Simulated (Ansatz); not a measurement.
**CdS: stress in a strained cell**

Aim: deform CdS (equal xx and yy strain of +3 %) and compute stress, forces and field gradients with LAPW, PAW and all-electron datasets made for the crystal.

Method: DFT PBEsol, scalar-relativistic, in Ansatz 0.2.0.

## (1) Starting point

It takes space group P6_3mc (No. 186, hexagonal). Conventional cell: a = 4.135 Å, b = 4.135 Å, c = 6.749 Å, α = 90.00°, β = 90.00°, γ = 120.00°. Cd (site symmetry 3m) has 4 S at 2.51 to 2.60 Å as nearest neighbours. Around S (site symmetry 3m) lie 4 Cd at 2.51 to 2.60 Å.

Structure file:

```xyz
4
Lattice="4.1348 0.0000 0.0000 -2.0674 3.5808 0.0000 0.0000 0.0000 6.7490" Properties=species:S:1:pos:R:3 pbc="T T T"
Cd    0.0000    2.3872    0.0000
Cd    2.0674    1.1936    3.3745
S     0.0000    2.3872    2.5984
S     2.0674    1.1936    5.9729
```

Atoms are numbered in the order of the input: Cd1, Cd2, S3, S4.

## (2) The deformed structure

Space group P6_3mc before, P6_3mc after.

## (3) All-electron LAPW

File input.yaml:

```yaml
crystal:
  lattice:
    - [4.2588431795, 0.0, 0.0]
    - [-2.1294215898, 3.6882663842, 0.0]
    - [0.0, 0.0, 6.749]
  atoms:
    - { symbol: Cd, position: [0.3333333333, 0.6666666667, 0.0] }
    - { symbol: Cd, position: [0.6666666667, 0.3333333333, 0.5] }
    - { symbol: S, position: [0.3333333333, 0.6666666667, 0.385] }
    - { symbol: S, position: [0.6666666667, 0.3333333333, 0.885] }
kpoints:
  mp_grid: { grid: [7, 7, 4] }
  band_path:
    path:
      - [0.0, 0.0, 0.0]
      - [0.5, 0.0, 0.0]
      - [0.3333333333, 0.3333333333, 0.0]
      - [0.0, 0.0, 0.0]
      - [0.0, 0.0, 0.5]
      - [0.5, 0.0, 0.5]
      - [0.3333333333, 0.3333333333, 0.5]
      - [0.0, 0.0, 0.5]
      - [0.5, 0.0, 0.5]
    npoints: 5
scf:
  occupations: { method: fermi_dirac, width: 0.01 }
hamiltonian:
  xc: pbesol
  pseudopotentials: { kind: all_electron, lapw: { basis_error: 0.001 } }
output:
  forces: true
  stress: true
  eigenvalues: true
```

Launch:

```console
$ ansatz run input.yaml --threads 1 --pin off --max-ram 6144MiB --backend cpu --events-out ev --progress --plain --runs-dir out
```

## (4) PAW with frozen cores

File input.yaml:

```yaml
crystal:
  lattice:
    - [4.2588431795, 0.0, 0.0]
    - [-2.1294215898, 3.6882663842, 0.0]
    - [0.0, 0.0, 6.749]
  atoms:
    - { symbol: Cd, position: [0.3333333333, 0.6666666667, 0.0] }
    - { symbol: Cd, position: [0.6666666667, 0.3333333333, 0.5] }
    - { symbol: S, position: [0.3333333333, 0.6666666667, 0.385] }
    - { symbol: S, position: [0.6666666667, 0.3333333333, 0.885] }
kpoints:
  mp_grid: { grid: [7, 7, 4] }
scf:
  occupations: { method: fermi_dirac, width: 0.01 }
hamiltonian:
  xc: pbesol
  pseudopotentials: { kind: paw }
output:
  forces: true
  stress: true
  eigenvalues: true
  efg: { contact_densities: true }
```

## (5) Datasets made for this crystal

input.yaml, as its differences from that of step 4:

```diff
@@ -16,3 +16,3 @@
   xc: pbesol
-  pseudopotentials: { kind: paw }
+  pseudopotentials: { kind: all_electron, datasets: crystal }
 output:
```

(Steps that only read results are left out.)

Q: Predict the outcome of this session. Wanted: pressure; largest shear or deviatoric stress.

**Answer**, as computed:

| quantity | value |
| --- | --- |
| pressure | LAPW -3.67, PAW -3.69, crystal datasets -3.67 GPa |
| largest shear or deviatoric stress (LAPW) | 0.55 GPa |

In words: The largest part of the stress beyond the pressure is 0.55 GPa in size, in the zz component; the atoms are carried along and not relaxed. No run of the undeformed cell stands beside it, so the pressure holds what the given cell had before the change. PAW: stress within 0.02 GPa of LAPW, forces within 1 meV/Å. Crystal datasets: stress within 0.01 GPa of LAPW, forces within 1 meV/Å.
